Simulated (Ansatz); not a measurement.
A plane-wave DFT run in Ansatz 0.2.0 (scalar-relativistic PAW potentials unless the input names others): input and command.

```yaml
crystal:
  lattice:
    - [2.8999984104, 0.0, 0.0]
    - [-1.4499992052, 2.5114722944, 0.0]
    - [0.0, 0.0, 4.88]
  atoms:
    - { symbol: Au, position: [0.3333333333, 0.6666666667, 0.7090163934] }
    - { symbol: Au, position: [0.6666666667, 0.3333333333, 0.25] }
basis:
  ecutwfc: 420
kpoints:
  mp_grid: { grid: [18, 18, 10] }
hamiltonian:
  xc: pbe
scf:
  occupations: { method: gaussian, width: 0.15 }
  n_extra_bands: 16
output:
  forces: true
  eigenvalues: true
  stress: true
```

```bash
ansatz run input.yaml --threads 1 --pin off --max-ram 2560MiB --backend cpu --events-out ev --progress --plain --runs-dir out
```

Abridged log:
```
scf.n_extra_bands = 16 over 19 filled bands (N_el = 38.0): the run solves 35 bands
Pseudopotentials: kind: paw
Pseudopotential: Au, paw, valence charge 19, recommended cutoff 420 eV (normal)
Functional definition: PBE
Crystal: 2 atoms, lattice volume = 35.542 Å³
Basis set: ecut = 420 eV, 701 PW (Γ), exchange–correlation on 40×40×72 points (8 copies of the dense FFT grid, shifted against one another)
Bands: 35, of which v1, the nominal top of the filled ones, is band 19 counted from 1 (18 counted from 0)
Symmetry: 12 space group operations
Space group: P-3m1 (ITA 164), of the structure as read, at distance tolerance 3.3e-5 Å
k-points: 330 of 3240
Initial density: superposition of atomic densities (neutral atoms: chi_scale 0, normalization atom), corrected by the library's trained network
Initial wavefunctions: pseudopotential atomic-orbital guess
Functional: x = pbe(κ = 0.804, μ = 0.21951497), c = pbe(β = 0.06672455)
SCF iter   1: F=—  HF=-26298.500385 eV  |F-HF|=—  |Δ(HF+E_count)|=         —  Δρ=2.03e-3  dr2=3.84e-4  ethr=1.77e-3  ⟨swp⟩=4.9  Hψ=45917  notcnv=0  defer=1925
SCF iter   2: F=—  HF=-26298.501410 eV  |F-HF|=—  |Δ(HF+E_count)|=   1.02e-3  Δρ=1.21e-3  dr2=1.51e-4  ethr=1.01e-6  ⟨swp⟩=3.1  Hψ=22752  notcnv=0  defer=1940
SCF iter   3: F=—  HF=-26298.501708 eV  |F-HF|=—  |Δ(HF+E_count)|=   2.98e-4  Δρ=9.00e-5  dr2=1.13e-6  ethr=3.96e-7  ⟨swp⟩=2.0  Hψ=12336  notcnv=0  defer=1940
SCF iter   4: F=—  HF=-26298.501708 eV  |F-HF|=—  |Δ(HF+E_count)|=   1.59e-7  Δρ=2.16e-5  dr2=1.65e-7  ethr=2.96e-9  ⟨swp⟩=2.0  Hψ=12318  notcnv=0  defer=1940
SCF iter   5: F=-26298.501708 eV  HF=-26298.501708 eV  |F-HF|=1.16e-8  |Δ(HF+E_count)|=   1.99e-9  Δρ=6.98e-6  dr2=2.43e-8  ethr=4.33e-10  ⟨swp⟩=2.2  Hψ=14069  notcnv=0  defer=1940
SCF iter   6: F=-26298.501708 eV  HF=-26298.501708 eV  |F-HF|=7.64e-10  |Δ(HF+E_count)|=   1.90e-9  Δρ=2.01e-6  dr2=2.31e-9  ethr=6.38e-11  ⟨swp⟩=8.8  Hψ=55760  notcnv=0
SCF 1 converged in 6 iterations: F = -26298.501708 eV  dr2 = 2.31e-9
SCF converged after 6 iterations
Free energy (F): -26298.501708 eV
Harris-Foulkes:  -26298.501708 eV  (|F-HF|=7.64e-10)
Internal energy: -26298.491568 eV  (E = F + TS)
E sigma→0 (E₀):  -26298.496638 eV
Entropy (-TS):   -0.010140 eV (-5.070 meV/atom)
Fermi energy:    19.508986 eV
--- Forces (eV/Å), atoms counted from 1 ---
  atom   1  Au     0.00000000     0.00000000     1.43116267
  atom   2  Au     0.00000000     0.00000000    -1.43116267
--- Stress (GPa, compression-positive) ---
        4.653479       0.000000       0.000000
        0.000000       4.653479       0.000000
        0.000000       0.000000       6.527195
  P = ⅓ Tr σ = 5.2781 GPa (52.781 kbar)
```

Apart from outputs, the input differs from a reference run on usual settings in scf.n_extra_bands: not typed → 16. The reference, at the same geometry (not necessarily relaxed), gave pressure 5.28 GPa, largest force 1.431 eV/Å, no gap on the mesh. This run converged in 6 SCF iterations (reference: 6) with an energy at zero smearing within 0.01 meV/atom of the reference's, pressure 5.28 GPa, largest force 1.431 eV/Å, no gap on the mesh.

Time: 4.8 s on 1 thread of AMD EPYC 9R45 96-Core Processor (Zen 5), with other jobs on the host, peak memory 0.58 GiB.